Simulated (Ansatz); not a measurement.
PbS:

```xyz
2
Lattice="3.6537 0.0000 0.0000 0.0000 3.6537 0.0000 0.0000 0.0000 3.6537" Properties=species:S:1:pos:R:3 pbc="T T T"
Pb    0.0000    0.0000    0.0000
S     1.8268    1.8268    1.8268
```

Measurements of this composition are mostly on another form, of space group No. 225.

* Program: Ansatz 0.2.0
* Task: relaxation of cell and atoms
* Functional: HF
* Potentials or basis: Ansatz PAW
* Cutoff: 420 eV (not typed: the program's choice for these potentials)
* k mesh: 4 × 4 × 4
* Occupations: fermi-dirac, width 0.05 eV
* Spin: no spin polarisation

At the start: volume 24.39 Å³/atom.

Problem. Where does the relaxation end?

Solution. It ends after 5 steps and the volume is 26.60 Å³/atom (+9.1 %); space group Pm-3m (No. 221, to 0.05 Å).

The path:
| step | energy change (eV) | largest force (eV/Å) | volume (Å³) |
| --- | --- | --- | --- |
| 1 | 0.0000 | 0.0000 | 48.77 |
| 2 | -0.0554 | 0.0000 | 55.51 |
| 3 | -0.0718 | 0.0000 | 53.53 |
| 4 | -0.0722 | 0.0000 | 53.20 |
| 5 | -0.0746 | 0.0000 | 53.20 |

Final structure:
```yaml
crystal:
  lattice:
    - [3.76103, 0.00000, 0.00000]
    - [0.00000, 3.76103, 0.00000]
    - [0.00000, 0.00000, 3.76103]
  atoms:
    - { symbol: Pb, position: [0.00000, 0.00000, 0.00000] }
    - { symbol: S, position: [0.50000, 0.50000, 0.50000] }
```

Caveat: the k mesh is coarse (spacing up to 0.43 Å⁻¹), so the values aren't converged, least of all with exact exchange; the plane-wave basis is chosen anew once the cell has moved, so the energies of steps on either side of that aren't comparable; the PAW data sets come from PBE, with cores solved anew for the run's functional, which leaves a small shift of forces and pressure.
